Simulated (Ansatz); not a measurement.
TiO: how the energy converges with the cutoff

TiO, P-6m2, a = 3.031 Å, c = 3.238 Å. This isn't the usual stable structure of the compound. Ansatz: PBEsol, PAW, cutoff varied, Γ-centred 18×18×14 mesh on 2 atoms, Gaussian smearing 0.10 eV; no spin polarisation. Single points at one geometry, the cutoff alone changed; ΔE is the energy at zero smearing over the run at 850 eV (runs within 0.3 meV/atom of it are left out). The runs up to 380 eV lie under the cutoff recommended for these PAW datasets.

| cutoff (eV) | ΔE (meV/atom) |
| --- | --- |
| 150 | 20616.15 |
| 200 | 6002.20 |
| 250 | 1470.47 |
| 300 | 286.72 |
| 350 | 53.80 |
| 380 | 18.86 |
| 420 | ? |
| 460 | 1.19 |
| 520 | 0.66 |
| 600 | 0.42 |

**Question.** Assume ΔE falls exponentially with the cutoff, fit y = ln ΔE against x, the cutoff in eV, to the other rows, and predict the missing value.

**Answer.** y = 9.934, 8.700, 7.293, 5.659, 3.985, 2.937, 0.174, -0.416, -0.868. Means x = 356.7, y = 4.1553; Σ(Δx)² = 179000, ΣΔxΔy = -4734; the slope is their ratio. y = 13.59 − 0.02645 x, a factor of ten per 87 eV. At 420 eV this gives ΔE = 11.95 meV/atom. The run gave 4.15, a ratio of 2.88. Between neighbouring rows the decay runs from a factor of ten per 61 eV to one per 408 eV, so one exponential is only a rough guide. The fast fall gives way to a slow tail.